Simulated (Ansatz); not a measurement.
**Ni under strain**

Theory: Ansatz, DFT PBE, scalar-relativistic, plane waves, PAW. Run with 420 eV cutoff, 20×20×14 k-mesh, Gaussian smearing of 0.10 eV, collinear spin.

Starting point, cell and atoms relaxed:

```yaml
crystal:
  lattice:
    - [1.75926, 1.75926, 0.00000]
    - [-1.75926, 1.75926, 0.00000]
    - [0.00000, 0.00000, 3.51852]
  atoms:
    - { symbol: Ni, position: [0.00000, 0.00000, 0.00000] }
    - { symbol: Ni, position: [0.50000, 0.50000, 0.50000] }
```

Deformation: biaxial strain in the a-b plane, with the length and tilt of c and the atoms relaxed, all within the symmetry that the strain leaves. Energies are extrapolated to zero smearing.

| strain (%) | ΔE (meV/atom) | a (Å) | b (Å) | c (Å) | moment (μB/cell) |
| --- | --- | --- | --- | --- | --- |
| -3.0 | 18.9 | 2.413 | 2.413 | 3.634 | 1.27 |
| -2.0 | 8.1 | 2.438 | 2.438 | 3.596 | 1.28 |
| -1.0 | 2.0 | 2.463 | 2.463 | 3.557 | 1.28 |
| +0.0 | 0.0 | 2.488 | 2.488 | 3.519 | 1.28 |
| +1.0 | 1.7 | 2.513 | 2.513 | 3.479 | 1.28 |
| +2.0 | 6.6 | 2.538 | 2.538 | 3.437 | 1.28 |

Task: What stiffness (1/V) d²E/dε² at zero strain does a cubic fit over all points give?

Result: A cubic fit gives (1/V) d²E/dε² = 539 GPa at zero strain (twice the biaxial modulus).

Task: How does the free axis c answer a small strain?

Result: Between the innermost points its strain is -1.12 times the applied one.